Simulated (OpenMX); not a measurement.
HfO2: single point with PBE+U

The system is HfO2.

```xyz
3
Lattice="0.0000 2.6240 2.6240 2.6240 0.0000 2.6240 2.6240 2.6240 0.0000" Properties=species:S:1:pos:R:3 pbc="T T T"
Hf    0.0000    0.0000    0.0000
O     3.9359    3.9359    3.9359
O     1.3120    1.3120    1.3120
```

Measurements of this composition are mostly on another form, of space group No. 14.

The cell isn't the ideal one: volume scaled by 1.08.

- Program: OpenMX 3.8.5
- Task: single point
- Functional: PBE
- Potentials or basis: OpenMX 2013 PBE set, Hf7.0-s3p2d2f1, O6.0-s2p2d1, grid cutoff 400 Ry
- k mesh: 7 × 7 × 7
- Occupations: fermi-dirac, width 0.05 eV
- Spin: non-collinear spin, ferromagnetic start
- Starting moments: [[0.0, 0.0, 0.5], [0.0, 0.0, 0.0], [0.0, 0.0, 0.0]] μB
- Hubbard terms: Hf U = 5 eV
- Hubbard projector: dual
- Start of the occupations: no orbital polarisation
- Hubbard shell: Hf d
- Mixing scheme: rmm-diisk
- SCF threshold: 1e-07 Ha
- Solver: band
- Max SCF cycles: 120

```json
{
 "Band gap on the k mesh": "4.75 eV, indirect (least direct gap 4.95 eV)",
 "Net moment": "0.00 μB per cell",
 "Mulliken charges": "Hf +1.15; O -0.58 e"
}
```

Levels at points of the mesh, in eV from the valence-band top:
| k point | band 21 | band 22 | band 23 | band 24 | band 25 | band 26 | band 27 | band 28 |
| --- | --- | --- | --- | --- | --- | --- | --- | --- |
| (0.00, 0.00, 0.00) | -0.52 | -0.52 | -0.52 | -0.52 | 4.75 | 4.75 | 4.75 | 4.75 |

Wall time 6.3 min on 1 thread of Arm Neoverse V1, with other jobs on the host, peak memory 0.93 GiB.

Caveat: Mulliken charges move with the basis; U acts on the first radial function of the shell alone, so its value doesn't carry over to other programs; spin-orbit coupling is left out, which moves the levels of the heavy elements; an odd mesh through Γ misses points on the zone boundary, where band edges often lie; the basis of atomic orbitals isn't converged, which shifts pressures, moduli and gaps.
